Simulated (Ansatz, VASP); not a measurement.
Two plane-wave programs on KF (Carobbiite)

Contents of INCAR:

```
SYSTEM = KF
ALGO = Normal ; EDIFF = 1E-6
ENCUT = 520 ; GGA = PE
ISIF = 2 ; ISMEAR = 0
LASPH = .True. ; LCHARG = .False.
LREAL = .False. ; LWAVE = .False.
NBANDS = 15 ; NELM = 80
PREC = Accurate ; SIGMA = 0.02
```

The input KPOINTS:

```
k-points
0
Gamma
  8 8 8
  0 0 0
```

Contents of POSCAR:

```
KF
1.0
    0.0000000000      2.6718500000      2.6718500000
    2.6718500000      0.0000000000      2.6718500000
    2.6718500000      2.6718500000      0.0000000000
K F
1 1
Direct
    0.0000000000      0.0000000000      0.0000000000
    0.5000000000      0.5000000000      0.5000000000
```

Input for Ansatz:

```yaml
crystal:
  lattice:
    - [0.0, 2.67185, 2.67185]
    - [2.67185, 0.0, 2.67185]
    - [2.67185, 2.67185, 0.0]
  atoms:
    - { symbol: K, position: [0.0, 0.0, 0.0] }
    - { symbol: F, position: [0.5, 0.5, 0.5] }
basis:
  ecutwfc: 420
kpoints:
  mp_grid: { grid: [8, 8, 8] }
hamiltonian:
  xc: pbe
scf:
  occupations: { method: gaussian, width: 0.02 }
output:
  forces: true
  stress: true
  eigenvalues: true
  populations: true
  write_density: true
  write_potential: true
  elf: true
  volumetric_format: npy
```

Alike in both runs: task single point; functional PBE; k mesh 8 × 8 × 8; occupations gaussian, width 0.02 eV; no spin polarisation.

|  | VASP | Ansatz |
| --- | --- | --- |
| version | VASP 6.6.1 | Ansatz 0.2.0 |
| potentials or method | VASP PAW PBE potentials, release 64 (K_sv, F) | scalar-relativistic, plane waves, PAW |
| plane-wave cutoff (eV) | 520 | 420 |
| valence electrons in the cell | 16 | 16 |

Ansatz gave:

```
gap on the k mesh at the Fermi level (eV) : 6.18
least direct gap on the mesh (eV)         : 6.18
pressure (GPa)                            : 1.4
```

Q: What did VASP give for the same quantities?

A: gap on the k mesh at the Fermi level (eV): 6.17; least direct gap on the mesh (eV): 6.17; pressure (GPa): 1.4.

With one functional, cell and mesh, what is left measures potentials, basis and numerics.

A k mesh can miss the band edges.
